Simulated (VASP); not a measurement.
Wanted: the native input for a VASP 6.6.1 run.

- Task: single point
- Functional: PBE
- Potentials or basis: VASP PAW PBE potentials, release 64 (W_sv, S)
- Cutoff: 520 eV
- k mesh: 6 × 6 × 6
- Occupations: gaussian, width 0.05 eV
- Spin: collinear spin, zero start
- Starting moments: [0.0, 0.0, 0.0] μB
- Hubbard terms: W d U = 4 eV
- Further INCAR settings: ALGO = Normal; EDIFF = 1e-06

The structure of WS2 lies in POSCAR:

```
WS2
1.0
    0.0000000000      3.0079352200      3.0079352200
    3.0079352200      0.0000000000      3.0079352200
    3.0079352200      3.0079352200      0.0000000000
W S
1 2
Direct
    0.0000000000      0.0000000000      0.0000000000
    0.2500000000      0.2500000000      0.2500000000
    0.7500000000      0.7500000000      0.7500000000
```

Measurements of this composition are mostly on another form, of space group No. 194.

These files were run (other wordings do the same):

INCAR

```
SYSTEM = WS2
PREC     = Accurate       ! precision mode
ENCUT    = 520            ! plane-wave cutoff, eV
EDIFF    = 1E-6           ! SCF threshold, eV
ISMEAR   = 0              ! smearing method
SIGMA    = 0.05           ! smearing width, eV
LREAL    = .False.        ! projectors in reciprocal space
LASPH    = .True.         ! aspherical terms in the spheres
NELM     = 60             ! most SCF steps
ALGO     = Normal         ! electronic algorithm
ISIF     = 2              ! what is computed and relaxed
LWAVE    = .False.        ! write WAVECAR
LCHARG   = .True.         ! write CHGCAR
ISPIN    = 2              ! spin polarisation
MAGMOM   = 0 0 0          ! initial moments
LORBIT   = 11             ! projections on sites
LMAXMIX  = 4              ! l up to which the mixer works
LDAU     = .True.         ! DFT+U
LDAUTYPE = 2            
LDAUL    = 2 -1           ! shell
LDAUU    = 4 0            ! U, eV
LDAUJ    = 0 0          
LDAUPRINT= 1            
GGA      = PE             ! functional
LELF     = .True.         ! ELF
LVHAR    = .True.
```

KPOINTS

```
regular mesh
0
Gamma
  6 6 6
  0 0 0
```

Potentials or basis: VASP PAW PBE potentials, release 64 (W_sv, S).

Launch:

```console
$ cat potpaw_PBE.64/W_sv/POTCAR potpaw_PBE.64/S/POTCAR > POTCAR
$ mpirun -np 1 vasp_std > vasp.out
```

It gave:

```json
{
  "Pressure": "-6.5 GPa",
  "Band gap on the k mesh": "none (metal or under the smearing width)",
  "Net moment": "0.00 μB per cell",
  "Valence electrons inside the program's atomic spheres": "W 11.62; S 3.67"
}
```

Run time: 46 s on 1 thread of AMD EPYC 7R43 64-Core Processor (Zen 3) (shared host), peak memory 0.17 GiB.
